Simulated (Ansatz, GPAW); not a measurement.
Given: the input of a run of GPAW 26.7.0 (ASE script) on Sn. This isn't the form of Sn at room conditions, which is tetragonal (white tin).

File run.py:

```python
from ase.dft.bandgap import bandgap
from ase.io import read, write
from ase.units import GPa
from gpaw import GPAW, PW

atoms = read('POSCAR')

calc = GPAW(mode=PW(600),
            xc='PBE',
            kpts={'size': (7, 7, 7), 'gamma': True},
            occupations={'name': 'methfessel-paxton', 'order': 0, 'width': 0.017},
            nbands=24,
            convergence={'density': 1e-05, 'energy': 1e-05},
            maxiter=150,
            txt='gpaw.txt')
atoms.calc = calc
energy = atoms.get_potential_energy()
forces = atoms.get_forces()
stress = atoms.get_stress()
calc.write('gs.gpw')
write('result.traj', atoms)
print(f'Energy: {energy:.6f} eV')
print('Forces (eV/A):')
print(forces.round(4))
print('Stress (GPa):', (stress / GPa).round(3))
print('Fermi level:', round(calc.get_fermi_level(), 4), 'eV')
print(f'Gap: {bandgap(calc)[0]:.4f} eV, direct: {bandgap(calc, direct=True)[0]:.4f} eV')
```

File POSCAR:

```
Sn
1.0
    0.0000000000      3.2333428000      3.2333428000
    3.2333428000      0.0000000000      3.2333428000
    3.2333428000      3.2333428000      0.0000000000
Sn
2
Direct
    0.7500000000      0.7500000000      0.7500000000
    0.5000000000      0.5000000000      0.5000000000
```

Potentials or basis: GPAW PAW data sets (gpaw-data 1.2.1), pw.

Launch:

```console
$ OMP_NUM_THREADS=1 python run.py
```

**Question.** What does the same run look like in Ansatz 0.2.0? Potentials or basis there: all-electron LAPW, scalar-relativistic.

**Answer.** As run (cutoffs and basis follow the program's own potentials, and thresholds, step limits or extra output files can differ):

input.yaml

```yaml
crystal:
  lattice:
    - [0.0, 3.2333428, 3.2333428]
    - [3.2333428, 0.0, 3.2333428]
    - [3.2333428, 3.2333428, 0.0]
  atoms:
    - { symbol: Sn, position: [0.75, 0.75, 0.75] }
    - { symbol: Sn, position: [0.5, 0.5, 0.5] }
kpoints:
  mp_grid: { grid: [7, 7, 7] }
scf:
  occupations: { method: gaussian, width: 0.017 }
hamiltonian:
  xc: pbe
  pseudopotentials: { kind: all_electron, lapw: { basis_error: 0.001 } }
output:
  forces: true
  stress: true
  eigenvalues: true
```

Potentials or basis: all-electron LAPW, scalar-relativistic.

Command:

```bash
$ ansatz run input.yaml --threads 1 --pin off --max-ram 3072MiB --backend cpu --events-out ev --progress --plain --runs-dir out
```

Both were run:

|  | GPAW | Ansatz |
| --- | --- | --- |
| Pressure | 3.5 GPa | 3.8 GPa |

Where Ansatz's input types no cutoff or centring, it takes its own default and a Γ-centred mesh.

Pressure is positive in compression.
